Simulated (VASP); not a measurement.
Write the native input for VASP 6.6.1 that does the following.

- Task: relaxation of cell and atoms
- Functional: PBE
- Dispersion: D3(BJ)
- Potentials or basis: VASP PAW PBE potentials, release 64 (K_sv, I)
- Cutoff: 600 eV
- k mesh: 6 × 6 × 6
- Occupations: gaussian, width 0.02 eV
- Spin: no spin polarisation
- Dipole correction: no
- Further INCAR settings: ALGO = Normal; EDIFF = 1e-06; IBRION = 2; EDIFFG = -0.01; NSW = 100; ISIF = 3

The structure of KI lies in POSCAR:

```
KI
1.0
    2.4831594000     -3.7800000000      0.0000000000
    2.4831594000      3.7800000000      0.0000000000
    0.0000000000      0.0000000000      4.9663188000
K I
1 1
Direct
    0.0000000000      0.0000000000      0.0000000000
    0.5000000000      0.5000000000      0.5000000000
```

The cell was built by a generator and needn't be a form met in nature.

The cell isn't the ideal one: sheets of the NaI type stacked, one a cell (Cmmm, No. 65).

These files were run (other wordings do the same):

INCAR

```
PREC = Accurate
ENCUT = 600
EDIFF = 1E-6
ISMEAR = 0
SIGMA = 0.02
LREAL = False
LASPH = True
NELM = 80
ALGO = Normal
ISIF = 3
LWAVE = False
LCHARG = False
GGA = PE
IVDW = 12
IBRION = 2
NSW = 100
EDIFFG = -0.01
```

KPOINTS

```
Automatic mesh
0
Gamma
  6 6 6
```

Potentials or basis: VASP PAW PBE potentials, release 64 (K_sv, I).

Run with:

```console
$ cat potpaw_PBE.64/K_sv/POTCAR potpaw_PBE.64/I/POTCAR > POTCAR
$ mpirun -np 1 vasp_std > vasp.out
```

Results of the run:

```yaml
Relaxed_volume: 38.09 Å³/atom
Relaxed_cell: a = 4.238 Å, b = 4.238 Å, c = 4.242 Å, α = 90.00°, β = 90.00°, γ = 90.39°
Space_group_after_relaxing_to_0.05_Å: Cmmm (No. 65)
Energy_gained_by_relaxing: 103.3 meV/atom
Ionic_steps: 12
Pressure_after_relaxing: 0.0 GPa
Band_gap_on_the_k_mesh: 3.42 eV, indirect (least direct gap 3.80 eV)
Dispersion_energy_per_atom: -0.268 eV
```

Caveat: the volume moved by over 15 % at a fixed basis, so the end points are rough; spin-orbit coupling is left out, which moves the levels of the heavy elements.

Run time: 3.9 min on 1 thread of AMD EPYC 9R45 96-Core Processor (Zen 5) (shared host), peak memory 0.26 GiB.
